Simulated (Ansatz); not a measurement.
# Ga3Sb: a trial structure relaxed

The task: take a trial cell of Ga3Sb to zero force and stress.

Program: Ansatz 0.2.0. Level of theory: DFT PBE, scalar-relativistic, plane waves, PAW. These are calculated values, not measurements.

### Step 1. The system as given

It takes space group P-3m1 (No. 164, trigonal). The conventional cell has a = 3.739 Å, b = 3.739 Å, c = 7.682 Å, α = 90.00°, β = 90.00°, γ = 120.00°. Ga (site symmetry 3m) has 6 Ga at 2.17 to 2.20 Å as nearest neighbours. Ga (site symmetry -3m) is surrounded by 6 Ga at 2.17 Å. Sb (site symmetry -3m) has 6 Sb at 3.74 Å and 8 Ga at 3.84 to 4.23 Å as nearest neighbours.

Structure file:

```xyz
4
Lattice="3.7393 0.0000 0.0000 -1.8696 3.2383 0.0000 0.0000 0.0000 7.6816" Properties=species:S:1:pos:R:3 pbc="T T T"
Ga    0.0000    2.1589    0.2006
Ga    1.8696    1.0794    7.4811
Ga    0.0000    0.0000    0.0000
Sb    0.0000    0.0000    3.8408
```

The cell is invented: random cell by space group and Wyckoff sites (P-3m1, No. 164). Lengths come from tabulated atomic sizes and are only a guess.

### Step 2. The guess as it stands, on a coarse mesh

The input, input.yaml:

```yaml
crystal:
  lattice:
    - [3.73927274, 0.0, 0.0]
    - [-1.86963637, 3.23830518, 0.0]
    - [0.0, 0.0, 7.68162927]
  atoms:
    - { symbol: Ga, position: [0.33333333, 0.66666667, 0.02611114] }
    - { symbol: Ga, position: [0.66666667, 0.33333333, 0.97388886] }
    - { symbol: Ga, position: [0.0, 0.0, 0.0] }
    - { symbol: Sb, position: [0.0, 0.0, 0.5] }
basis:
  ecutwfc: 420
kpoints:
  mp_grid: { grid: [6, 6, 2] }
hamiltonian:
  xc: pbe
scf:
  occupations: { method: gaussian, width: 0.1 }
  lower_state_search: "off"
output:
  forces: true
  stress: true
  eigenvalues: true
```

Launch:

```console
> ansatz run input.yaml --threads 1 --pin off --max-ram 2560MiB --backend cpu --events-out ev --progress --plain --runs-dir out
```

What it wrote, cut to the lines that bear on the results:

```text
Warning: RAYON_NUM_THREADS=1 ignored (pool sized by the plan → 1); use --threads N
[...]
Pseudopotentials: kind: paw
Pseudopotential: Ga, paw, valence charge 13, recommended cutoff 420 eV (normal), Ga.paw.azcp
Pseudopotential: Sb, paw, valence charge 15, recommended cutoff 420 eV (normal), Sb.paw.azcp
Functional definition: PBE
[...]
Crystal: 4 atoms, lattice volume = 93.016 Å³
Basis set: ecut = 420 eV, 1801 PW (Γ), exchange–correlation on 50×50×108 points (8 copies of the dense FFT grid, shifted against one another)
Bands: 33, of which v1, the nominal top of the filled ones, is band 27 counted from 1 (26 counted from 0)
Symmetry: 12 space group operations
Space group: P-3m1 (ITA 164), of the structure as read, at distance tolerance 4.5e-5 Å
k-points: 14 of 72
[...]
SCF iter   1: F=—  HF=-17825.393091 eV  |F-HF|=—  |Δ(HF+E_count)|=         —  Δρ=7.72e-3  dr2=1.77e-1  ethr=1.77e-3  ⟨swp⟩=6.1  Hψ=2087  notcnv=0
[...]
SCF iter   8: F=-17825.368952 eV  HF=-17825.368952 eV  |F-HF|=8.32e-9  |Δ(HF+E_count)|=   1.05e-7  Δρ=5.70e-6  dr2=4.55e-8  ethr=1.85e-10  ⟨swp⟩=8.4  Hψ=2050  notcnv=0
[...]
SCF converged after 8 iterations
Free energy (F): -17825.368952 eV
[...]
E sigma→0 (E₀):  -17825.359562 eV
Entropy (-TS):   -0.018779 eV (-4.695 meV/atom)
Fermi energy:    8.639037 eV
[...]
--- Forces (eV/Å), atoms counted from 1 ---
  atom   1  Ga     0.00000000     0.00000000     2.98523398
  atom   2  Ga     0.00000000    -0.00000000    -2.98523398
  atom   3  Ga     0.00000000     0.00000000     0.00000000
  atom   4  Sb     0.00000000     0.00000000     0.00000000
[...]
--- Stress (GPa, compression-positive) ---
       54.972105      -0.000000      -0.000000
       -0.000000      54.972105       0.000000
       -0.000000       0.000000      -2.128873
  P = ⅓ Tr σ = 35.9384 GPa (359.384 kbar)
--- Band table (eV; the first three rows and the last of 14) ---
[...]
```

Wall time 3.3 s (1 thread of Arm Neoverse V1, shared host); peak memory 0.35 GiB.

From the probe: pressure 35.9 GPa, largest force 2.99 eV/Å, gap on this mesh none (metal). A guess like this is first relaxed loosely on the coarse mesh.

### Step 3. Rough relaxation on the coarse mesh

Changes to input.yaml since step 2:

```diff
@@ -23 +23,6 @@
   eigenvalues: true
+relax:
+  adjacent_minimum: "off"
+  f_tol: 0.04
+  max_steps: 70
+  cell: { stress_tol: 0.4 }
```

Launch:

```console
> ansatz run input.yaml --threads 1 --pin off --max-ram 2560MiB --backend cpu --events-out ev --progress --plain --runs-dir out
```

What it wrote:

```text
Warning: RAYON_NUM_THREADS=1 ignored (pool sized by the plan → 1); use --threads N
Engine: ansatz 0.2.0, aarch64-unknown-linux-gnu
Pseudopotentials: kind: paw
Pseudopotential: Ga, paw, valence charge 13, recommended cutoff 420 eV (normal), Ga.paw.azcp
Pseudopotential: Sb, paw, valence charge 15, recommended cutoff 420 eV (normal), Sb.paw.azcp
Functional definition: PBE
  parameter kappa = 0.804
  parameter beta = 0.06672455060314922
  exchange = pbe_x(kappa = kappa, mu = beta*pi^2/3)
  correlation = pbe_c(beta = beta)
Crystal: 4 atoms, lattice volume = 93.016 Å³
Basis set: ecut = 420 eV, 1801 PW (Γ), exchange–correlation on 50×50×108 points (8 copies of the dense FFT grid, shifted against one another)
Bands: 33, of which v1, the nominal top of the filled ones, is band 27 counted from 1 (26 counted from 0)
Symmetry: 12 space group operations
Space group: P-3m1 (ITA 164), of the structure as read, at distance tolerance 4.5e-5 Å
k-points: 14 of 72
Non-local potential: Ga, projectors of the file, l = 0: 2, l = 1: 2, l = 2: 3, l = 3: 1
Non-local potential: Sb, projectors of the file, l = 0: 2, l = 1: 2, l = 2: 2, l = 3: 2
PAW form: soft (Blöchl's): semilocal exchange-correlation on the pseudo side does not see the compensation charge
PAW one-centre angular grid: Ga, 590 points (default); XC on 64 Gauss nodes
PAW one-centre angular grid: Sb, 590 points (default); XC on 64 Gauss nodes
Initial density: superposition of atomic densities (neutral atoms: chi_scale 0, normalization atom), corrected by the library's trained network
Initial wavefunctions: pseudopotential atomic-orbital guess
Functional: x = pbe(κ = 0.804, μ = 0.2195149727645171), c = pbe(β = 0.06672455060314922)
SCF iter   1: F=—  HF=-17825.393095 eV  |F-HF|=—  |Δ(HF+E_count)|=         —  Δρ=7.72e-3  dr2=1.77e-1  ethr=1.77e-3  ⟨swp⟩=6.1  Hψ=2084  notcnv=0
preconditioner: auto → LDOS  [insulator: Δε(μ)=0.129 eV  Ē_g=16.538 eV  σ=0.100 eV  W_gap=0.62  n_scr=24 (ndim 8)  ℏωp=25.5 eV  f_vac=0.036  D(μ)=2.85/eV (n_scr^D=22)  ε∞_Penn≈3.4  β→1.0]
SCF iter   2: F=—  HF=-17825.375244 eV  |F-HF|=—  |Δ(HF+E_count)|=   1.79e-2  Δρ=4.39e-3  dr2=1.05e-2  ethr=3.28e-4  ⟨swp⟩=2.5  Hψ=912  notcnv=0  defer=12
SCF iter   3: F=—  HF=-17825.373438 eV  |F-HF|=—  |Δ(HF+E_count)|=   1.81e-3  Δρ=2.86e-3  dr2=1.22e-2  ethr=1.95e-5  ⟨swp⟩=2.0  Hψ=823  notcnv=0  defer=12
SCF iter   4: F=—  HF=-17825.369758 eV  |F-HF|=—  |Δ(HF+E_count)|=   3.68e-3  Δρ=1.32e-3  dr2=2.13e-3  ethr=1.95e-5  ⟨swp⟩=2.0  Hψ=620  notcnv=0  defer=12
SCF iter   5: F=—  HF=-17825.368989 eV  |F-HF|=—  |Δ(HF+E_count)|=   7.69e-4  Δρ=3.06e-4  dr2=1.21e-4  ethr=3.94e-6  ⟨swp⟩=2.0  Hψ=669  notcnv=0  defer=12
SCF iter   6: F=—  HF=-17825.368958 eV  |F-HF|=—  |Δ(HF+E_count)|=   3.13e-5  Δρ=5.29e-5  dr2=4.20e-6  ethr=2.24e-7  ⟨swp⟩=2.0  Hψ=747  notcnv=0  defer=12
SCF iter   7: F=—  HF=-17825.368952 eV  |F-HF|=—  |Δ(HF+E_count)|=   6.44e-6  Δρ=1.85e-5  dr2=4.81e-7  ethr=7.78e-9  ⟨swp⟩=2.8  Hψ=821  notcnv=0  defer=12
SCF iter   8: F=-17825.368952 eV  HF=-17825.368952 eV  |F-HF|=7.95e-9  |Δ(HF+E_count)|=   1.06e-7  Δρ=5.69e-6  dr2=4.51e-8  ethr=1.85e-10  ⟨swp⟩=8.3  Hψ=2041  notcnv=0
SCF 1 converged in 8 iterations: F = -17825.368952 eV  dr2 = 4.51e-8
relax step   1: F+E_penalty+E_count = -17825.36895176 eV  Δ(F+E_penalty+E_count) = +0.000e0 eV  max|allowed force component| = 2.985e0 eV/Å  Δτ_max = 0.0000 Å  P = +35.938 GPa  Ω = 93.016 Å³  (8 SCF iters, dr2 threshold 1.00e-7 eV, accepted)
Crystal: 4 atoms, lattice volume = 101.462 Å³
Basis set: ecut = 420 eV, 2029 PW (Γ), exchange–correlation on 50×50×108 points (8 copies of the dense FFT grid, shifted against one another)
Initial density: handed on by an earlier stage of this run
Initial wavefunctions: those handed on with the density
iter 1 solved again at ethr=1.60e-3 eV; its pass at ethr=3.10e-3 eV (dr2=8.66e-1 eV) is discarded
SCF iter   1: F=—  HF=-17828.172966 eV  |F-HF|=—  |Δ(HF+E_count)|=         —  Δρ=1.20e-2  dr2=8.65e-1  ethr=1.60e-3  ⟨swp⟩=1.0  Hψ=3012  notcnv=0
preconditioner: auto → LDOS  [metal: Δε(μ)=0.078 eV  Ē_g=15.612 eV  σ=0.100 eV  W_gap=0.39  n_scr=22 (ndim 8)  ℏωp=24.5 eV  f_vac=0.037  D(μ)=3.66/eV (n_scr^D=36)  β→1.0]
SCF iter   2: F=—  HF=-17828.119729 eV  |F-HF|=—  |Δ(HF+E_count)|=   5.32e-2  Δρ=5.98e-3  dr2=9.01e-2  ethr=1.60e-3  ⟨swp⟩=2.1  Hψ=537  notcnv=0
SCF iter   3: F=—  HF=-17828.108573 eV  |F-HF|=—  |Δ(HF+E_count)|=   1.12e-2  Δρ=2.07e-3  dr2=3.95e-3  ethr=1.67e-4  ⟨swp⟩=2.0  Hψ=936  notcnv=0  defer=11
SCF iter   4: F=—  HF=-17828.105912 eV  |F-HF|=—  |Δ(HF+E_count)|=   2.66e-3  Δρ=8.71e-4  dr2=2.26e-3  ethr=7.31e-6  ⟨swp⟩=2.1  Hψ=750  notcnv=0  defer=11
SCF iter   5: F=—  HF=-17828.105668 eV  |F-HF|=—  |Δ(HF+E_count)|=   2.44e-4  Δρ=2.62e-4  dr2=1.11e-4  ethr=4.18e-6  ⟨swp⟩=2.2  Hψ=748  notcnv=0  defer=11
SCF iter   6: F=—  HF=-17828.105692 eV  |F-HF|=—  |Δ(HF+E_count)|=   2.35e-5  Δρ=8.72e-5  dr2=1.53e-5  ethr=2.06e-7  ⟨swp⟩=2.2  Hψ=721  notcnv=0  defer=11
SCF iter   7: F=—  HF=-17828.105694 eV  |F-HF|=—  |Δ(HF+E_count)|=   2.18e-6  Δρ=4.67e-5  dr2=3.89e-6  ethr=2.83e-8  ⟨swp⟩=2.0  Hψ=762  notcnv=0  defer=11
SCF iter   8: F=-17828.105693 eV  HF=-17828.105694 eV  |F-HF|=3.84e-7  |Δ(HF+E_count)|=   1.18e-7  Δρ=1.94e-5  dr2=2.40e-7  ethr=7.41e-10  ⟨swp⟩=7.3  Hψ=2390  notcnv=0
SCF 2 converged in 8 iterations: F = -17828.105693 eV  dr2 = 2.40e-7
relax step   2: F+E_penalty+E_count = -17828.10569326 eV  Δ(F+E_penalty+E_count) = -2.737e0 eV  max|allowed force component| = 2.354e0 eV/Å  Δτ_max = 0.0553 Å  P = +19.259 GPa  Ω = 101.462 Å³  energy of the carried Pulay correction = -3.791e-3 eV  (8 SCF iters, dr2 threshold 4.00e-7 eV, accepted)
Crystal: 4 atoms, lattice volume = 108.160 Å³
Basis set: ecut = 420 eV, 2101 PW (Γ), exchange–correlation on 50×50×108 points (8 copies of the dense FFT grid, shifted against one another)
iter 1 solved again at ethr=8.72e-4 eV; its pass at ethr=3.10e-3 eV (dr2=4.71e-1 eV) is discarded
SCF iter   1: F=—  HF=-17830.200775 eV  |F-HF|=—  |Δ(HF+E_count)|=         —  Δρ=1.12e-2  dr2=4.70e-1  ethr=8.72e-4  ⟨swp⟩=1.0  Hψ=3318  notcnv=0
preconditioner: auto → LDOS  [metal: Δε(μ)=0.048 eV  Ē_g=14.930 eV  σ=0.100 eV  W_gap=0.25  n_scr=22 (ndim 8)  ℏωp=23.7 eV  f_vac=0.037  D(μ)=3.26/eV (n_scr^D=22)  β→1.0]
SCF iter   2: F=—  HF=-17830.156601 eV  |F-HF|=—  |Δ(HF+E_count)|=   4.42e-2  Δρ=5.03e-3  dr2=2.25e-2  ethr=8.70e-4  ⟨swp⟩=3.9  Hψ=939  notcnv=0  defer=1
SCF iter   3: F=—  HF=-17830.153695 eV  |F-HF|=—  |Δ(HF+E_count)|=   2.91e-3  Δρ=3.41e-3  dr2=1.48e-2  ethr=4.17e-5  ⟨swp⟩=3.4  Hψ=1145  notcnv=0  defer=13
SCF iter   4: F=—  HF=-17830.146135 eV  |F-HF|=—  |Δ(HF+E_count)|=   7.56e-3  Δρ=4.58e-4  dr2=3.83e-4  ethr=2.75e-5  ⟨swp⟩=2.1  Hψ=756  notcnv=0  defer=13
SCF iter   5: F=—  HF=-17830.146198 eV  |F-HF|=—  |Δ(HF+E_count)|=   6.30e-5  Δρ=2.12e-4  dr2=6.87e-5  ethr=7.10e-7  ⟨swp⟩=2.0  Hψ=753  notcnv=0  defer=13
SCF iter   6: F=—  HF=-17830.146215 eV  |F-HF|=—  |Δ(HF+E_count)|=   1.75e-5  Δρ=4.95e-5  dr2=3.06e-6  ethr=1.27e-7  ⟨swp⟩=2.0  Hψ=756  notcnv=0  defer=13
SCF iter   7: F=—  HF=-17830.146217 eV  |F-HF|=—  |Δ(HF+E_count)|=   1.93e-6  Δρ=2.38e-5  dr2=5.29e-7  ethr=7.41e-10  ⟨swp⟩=10.5  Hψ=2519  notcnv=0
SCF iter   8: F=-17830.146217 eV  HF=-17830.146217 eV  |F-HF|=1.02e-7  |Δ(HF+E_count)|=   1.13e-7  Δρ=1.14e-5  dr2=1.33e-7  ethr=7.41e-10  ⟨swp⟩=6.3  Hψ=2134  notcnv=0
SCF 3 converged in 8 iterations: F = -17830.146217 eV  dr2 = 1.33e-7
relax step   3: F+E_penalty+E_count = -17830.14621712 eV  Δ(F+E_penalty+E_count) = -2.041e0 eV  max|allowed force component| = 2.063e0 eV/Å  Δτ_max = 0.1640 Å  P = +7.119 GPa  Ω = 108.160 Å³  energy of the carried Pulay correction = -6.572e-3 eV  (8 SCF iters, dr2 threshold 4.00e-7 eV, accepted)
[... from here on, the SCF cycles and remarks between the steps are left out ...]
relax step   4: F+E_penalty+E_count = -17831.08845891 eV  Δ(F+E_penalty+E_count) = -9.422e-1 eV  max|allowed force component| = 1.763e0 eV/Å  Δτ_max = 0.1929 Å  P = +1.755 GPa  Ω = 110.607 Å³  energy of the carried Pulay correction = -7.543e-3 eV  (7 SCF iters, dr2 threshold 4.00e-7 eV, accepted)
relax step   5: F+E_penalty+E_count = -17831.69599087 eV  Δ(F+E_penalty+E_count) = -6.075e-1 eV  max|allowed force component| = 1.280e0 eV/Å  Δτ_max = 0.1928 Å  P = -1.272 GPa  Ω = 110.421 Å³  energy of the carried Pulay correction = -7.470e-3 eV  (8 SCF iters, dr2 threshold 4.00e-7 eV, accepted)
relax step   6: F+E_penalty+E_count = -17832.13314177 eV  Δ(F+E_penalty+E_count) = -4.372e-1 eV  max|allowed force component| = 8.835e-1 eV/Å  Δτ_max = 0.1982 Å  P = -2.634 GPa  Ω = 106.986 Å³  energy of the carried Pulay correction = -6.098e-3 eV  (7 SCF iters, dr2 threshold 4.00e-7 eV, accepted)
relax step   7: F+E_penalty+E_count = -17832.55428027 eV  Δ(F+E_penalty+E_count) = -4.211e-1 eV  max|allowed force component| = 9.207e-1 eV/Å  Δτ_max = 0.1959 Å  P = -2.821 GPa  Ω = 101.205 Å³  energy of the carried Pulay correction = -3.680e-3 eV  (8 SCF iters, dr2 threshold 4.00e-7 eV, accepted)
relax step   8: F+E_penalty+E_count = -17832.89259735 eV  Δ(F+E_penalty+E_count) = -3.383e-1 eV  max|allowed force component| = 5.649e-1 eV/Å  Δτ_max = 0.1950 Å  P = -2.255 GPa  Ω = 96.547 Å³  energy of the carried Pulay correction = -1.626e-3 eV  (8 SCF iters, dr2 threshold 4.00e-7 eV, accepted)
relax step   9: F+E_penalty+E_count = -17833.16969014 eV  Δ(F+E_penalty+E_count) = -2.771e-1 eV  max|allowed force component| = 3.799e-1 eV/Å  Δτ_max = 0.1952 Å  P = -0.877 GPa  Ω = 92.607 Å³  energy of the carried Pulay correction = +1.922e-4 eV  (8 SCF iters, dr2 threshold 4.00e-7 eV, accepted)
relax step  10: F+E_penalty+E_count = -17833.26363612 eV  Δ(F+E_penalty+E_count) = -9.395e-2 eV  max|allowed force component| = 2.407e-1 eV/Å  Δτ_max = 0.1972 Å  P = +0.590 GPa  Ω = 90.064 Å³  energy of the carried Pulay correction = +1.407e-3 eV  (8 SCF iters, dr2 threshold 4.00e-7 eV, accepted)
relax step  11: F+E_penalty+E_count = -17833.27784407 eV  Δ(F+E_penalty+E_count) = -1.421e-2 eV  max|allowed force component| = 2.434e-2 eV/Å  Δτ_max = 0.0684 Å  P = -0.480 GPa  Ω = 91.514 Å³  energy of the carried Pulay correction = +7.107e-4 eV  (6 SCF iters, dr2 threshold 4.00e-7 eV, accepted)
relax step  12: F+E_penalty+E_count = -17833.27960637 eV  Δ(F+E_penalty+E_count) = -1.762e-3 eV  max|allowed force component| = 3.815e-3 eV/Å  Δτ_max = 0.0019 Å  P = +0.074 GPa  Ω = 90.517 Å³  energy of the carried Pulay correction = +1.188e-3 eV  (5 SCF iters, dr2 threshold 4.00e-7 eV, accepted)
Basis set: ecut = 420 eV, 1787 PW (Γ), exchange–correlation on 54×54×96 points (8 copies of the dense FFT grid, shifted against one another)
Initial wavefunctions: pseudopotential atomic-orbital guess (no wavefunctions were taken with the density)
iter 1 solved again at ethr=1.87e-7 eV; its pass at ethr=3.10e-3 eV (dr2=1.01e-4 eV) is discarded
SCF iter   1: F=—  HF=-17833.276123 eV  |F-HF|=—  |Δ(HF+E_count)|=         —  Δρ=5.81e-4  dr2=8.38e-6  ethr=1.87e-7  ⟨swp⟩=3.4  Hψ=3139  notcnv=0
preconditioner: auto → Resta (q_TF=auto, 2.503 Å⁻¹)  ε∞=4.1  [insulator: Δε(μ)=0.135 eV  Ē_g=14.716 eV  σ=0.100 eV  W_gap=0.59  n_scr=22 (ndim 8)  ℏωp=25.9 eV  f_vac=0.000  D(μ)=0.97/eV (n_scr^D=2)  ε∞_Penn≈4.1]
SCF iter   2: F=—  HF=-17833.278179 eV  |F-HF|=—  |Δ(HF+E_count)|=   2.06e-3  Δρ=2.97e-4  dr2=2.73e-6  ethr=1.55e-8  ⟨swp⟩=2.1  Hψ=725  notcnv=0
SCF iter   3: F=—  HF=-17833.278861 eV  |F-HF|=—  |Δ(HF+E_count)|=   6.81e-4  Δρ=4.39e-5  dr2=8.45e-8  ethr=5.06e-9  ⟨swp⟩=2.0  Hψ=760  notcnv=0
SCF iter   4: F=—  HF=-17833.278875 eV  |F-HF|=—  |Δ(HF+E_count)|=   1.47e-5  Δρ=2.85e-6  dr2=6.02e-9  ethr=1.56e-10  ⟨swp⟩=2.0  Hψ=765  notcnv=0
SCF iter   5: F=-17833.278875 eV  HF=-17833.278875 eV  |F-HF|=5.60e-10  |Δ(HF+E_count)|=   5.62e-9  Δρ=1.00e-6  dr2=9.40e-10  ethr=4.74e-12  ⟨swp⟩=4.8  Hψ=1669  notcnv=0
SCF 13 converged in 5 iterations: F = -17833.278875 eV  dr2 = 9.40e-10
relax step  13: F+E_penalty+E_count = -17833.27887549 eV  Δ(F+E_penalty+E_count) = +7.309e-4 eV  max|allowed force component| = 3.795e-3 eV/Å  Δτ_max = 0.0000 Å  P = +0.030 GPa  Ω = 90.517 Å³  stress off target by 2.13e-1 GPa  SCF on the basis re-selected at this cell (its energy is not comparable with the rows above)  (5 SCF iters)
basis re-selected at this cell: Δ(F+E_penalty+E_count) = +7.309e-4 eV, ΔP = -0.044 GPa vs the last step (what re-selecting the basis moved, of the pressure what is left beyond the Pulay correction that the steps carried, after the strain that the cell walked since its last selection, with what the two solves' SCF thresholds leave and, on support functions, any second-order correction that the steps lacked; it is no measure of the basis error at this ecutwfc). The dense FFT grid was sized anew with the basis: this SCF ran on 27×27×48 points, the steps before it on 25×25×54, so part of this shift can come from that change (see relax.cell in the input reference). This SCF's stress stands 2.13e-1 GPa from its target on what of the cell is left free (relax.cell.stress_tol is 4.00e-1 GPa) and its largest allowed force component is 3.79e-3 eV/Å (relax.f_tol is 4.00e-2 eV/Å): within both
SCF converged after 5 iterations
Free energy (F): -17833.278875 eV
Harris-Foulkes:  -17833.278875 eV  (|F-HF|=5.60e-10)
Internal energy: -17833.274012 eV  (E = F + TS)
E sigma→0 (E₀):  -17833.276444 eV
Entropy (-TS):   -0.004864 eV (-1.216 meV/atom)
Fermi energy:    8.968657 eV
--- Per-component energies (eV) ---
  E_band       = -308.302627
  E_kinetic    = 550.091348
  E_local      = -7254.736539  (includes V_loc(G=0)·N_el)
  E_nonlocal   = 1628.598677
  E_hartree    = 3374.531017
  E_xc         = -345.939457
  E_vxc        = -269.839576  (∫ρ·V_xc dr)
  E_paw        = -10532.021206  (= ΣΔE_a)
  E_vpaw       = -1711.479213  (= ΣTr[D̂ρ^β])
  E_aug_tail   = -0.000335  (compensation charges beyond the density's cutoff)
  E_ewald      = -5253.797517
  E_smearing   = -0.004864  (= −TS)
  E_closure    = 0.000000  (closes the sum)
  Σ components = -17833.278875   (vs F -17833.278875, Δ=0.00e0)
--- Forces (eV/Å), atoms counted from 1 ---
  atom   1  Ga     0.00000000     0.00000000     0.00379463
  atom   2  Ga    -0.00000000    -0.00000000    -0.00379463
  atom   3  Ga     0.00000000     0.00000000     0.00000000
  atom   4  Sb     0.00000000    -0.00000000     0.00000000
  max |Σ_I F_I| component: 3.70e-17 eV/Å
--- Stress (GPa, compression-positive) ---
       -0.061593      -0.000000      -0.000000
       -0.000000      -0.061593      -0.000000
       -0.000000      -0.000000       0.213167
  P = ⅓ Tr σ = 0.0300 GPa (0.300 kbar)
--- Band table (eV; the first three rows and the last of 14) ---
  k-point 0: bands = ["-19.8882", "-19.8828", "-19.8828", "-19.8595", "-19.8595", "-5.9600", "-5.9600", "-5.8715", "-5.8715", "-5.8652", "-5.8415", "-5.8415", "-5.8219", "-5.8194", "-5.8194", "-5.5103", "-5.4950", "-5.4950", "-5.4351", "-5.4351", "-2.3880", "0.8023", "1.5836", "9.5834", "9.8673", "9.9673", "9.9673", "12.3353", "12.3353", "12.6477", "12.6477", "13.3294", "14.3663"]
  k-point 1: bands = ["-19.8882", "-19.8828", "-19.8828", "-19.8595", "-19.8595", "-5.9585", "-5.9585", "-5.8772", "-5.8772", "-5.8643", "-5.8415", "-5.8415", "-5.8241", "-5.8152", "-5.8152", "-5.5060", "-5.4955", "-5.4955", "-5.4346", "-5.4346", "-2.1036", "-0.6611", "4.8013", "5.2525", "10.1913", "10.1913", "11.5209", "11.5209", "12.2927", "12.3019", "13.4365", "13.4365", "14.4099"]
  k-point 2: bands = ["-19.8864", "-19.8845", "-19.8830", "-19.8595", "-19.8558", "-5.9539", "-5.9396", "-5.8804", "-5.8595", "-5.8579", "-5.8438", "-5.8354", "-5.8279", "-5.8188", "-5.8171", "-5.5105", "-5.4994", "-5.4976", "-5.4664", "-5.4371", "-2.0470", "1.1449", "1.9326", "7.1031", "9.1597", "9.4080", "10.1544", "10.4695", "11.8111", "11.9799", "12.6724", "13.5340", "14.2539"]
  k-point 13: bands = ["-19.8873", "-19.8873", "-19.8792", "-19.8513", "-19.8513", "-5.8979", "-5.8979", "-5.8665", "-5.8519", "-5.8489", "-5.8411", "-5.8411", "-5.8286", "-5.7993", "-5.7993", "-5.5267", "-5.5267", "-5.5122", "-5.5094", "-5.5094", "0.3619", "3.0650", "3.2293", "3.2293", "5.4461", "5.4461", "8.5513", "8.9961", "10.7966", "10.7966", "11.1939", "11.1939", "17.4048"]
--- Relaxed structure (12 steps of the walk, 12 accepted, 1 SCFs on fresh bases) ---
  F+E_penalty+E_count = -17833.27887549 eV   max|allowed force component| = 3.795e-3 eV/Å   (the final SCF, on the basis selected at the relaxed cell)
  cell:  # Å, volume = 90.5171 Å³
    - [3.8771394594270214, 7.205418251407356e-33, 1.0119374161902978e-32]
    - [-1.9385697297135107, 3.3577012658788665, -6.947543903328248e-18]
    - [2.6883353356931606e-32, -1.6480366611148667e-17, 6.953082303152014]
  atoms:
    - { symbol: Ga, position: [0.33333333333333326, 0.6666666666666665, 0.22399256712837531] }
    - { symbol: Ga, position: [0.6666666666666666, 0.33333333333333326, 0.7760074328716247] }
    - { symbol: Ga, position: [1.5746905048776215e-34, 1.7222503182143732e-34, -3.7092061506874214e-68] }
    - { symbol: Sb, position: [0.0, 0.0, 0.5] }
```

It took 50 s on 1 thread of Arm Neoverse V1, shared host; peak memory 0.37 GiB.

Relaxation path:

| step | energy from step 1 (eV/cell) | largest force component (eV/Å) | pressure (GPa) | volume (Å³) |
| --- | --- | --- | --- | --- |
| 1 | 0.0000 | 2.9852 | 35.94 | 93.02 |
| 2 | -2.7367 | 2.3542 | 19.26 | 101.46 |
| 3 | -4.7773 | 2.0632 | 7.12 | 108.16 |
| 4 | -5.7195 | 1.7634 | 1.76 | 110.61 |
| 5 | -6.3270 | 1.2804 | -1.27 | 110.42 |
| 6 | -6.7642 | 0.8835 | -2.63 | 106.99 |
| 7 | -7.1853 | 0.9207 | -2.82 | 101.20 |
| 8 | -7.5236 | 0.5649 | -2.25 | 96.55 |
| 9 | -7.8007 | 0.3799 | -0.88 | 92.61 |
| 10 | -7.8947 | 0.2407 | 0.59 | 90.06 |
| 11 | -7.9089 | 0.0243 | -0.48 | 91.51 |
| 12 | -7.9107 | 0.0038 | 0.07 | 90.52 |
| 13 | -7.9099 | 0.0038 | 0.03 | 90.52 |

Step 1 is the start. Step 13 repeats the geometry before it on a plane-wave basis chosen anew for that cell, so its energy need not be comparable with the rows above.

|  | before | after | change |
| --- | --- | --- | --- |
| a (Å) | 3.739 | 3.877 | +3.7 % |
| b (Å) | 3.739 | 3.877 | +3.7 % |
| c (Å) | 7.682 | 6.953 | -9.5 % |
| volume (Å³/atom) | 23.25 | 22.63 | -2.7 % |
| shortest distance (Å) | 2.168 | 2.727 | +25.8 % |
| space group (0.01 Å) | P-3m1 | P-3m1 | same |

The run keeps the 12 symmetry operations of the start, so it could not have lowered the symmetry.

[end of part 1 of 2]
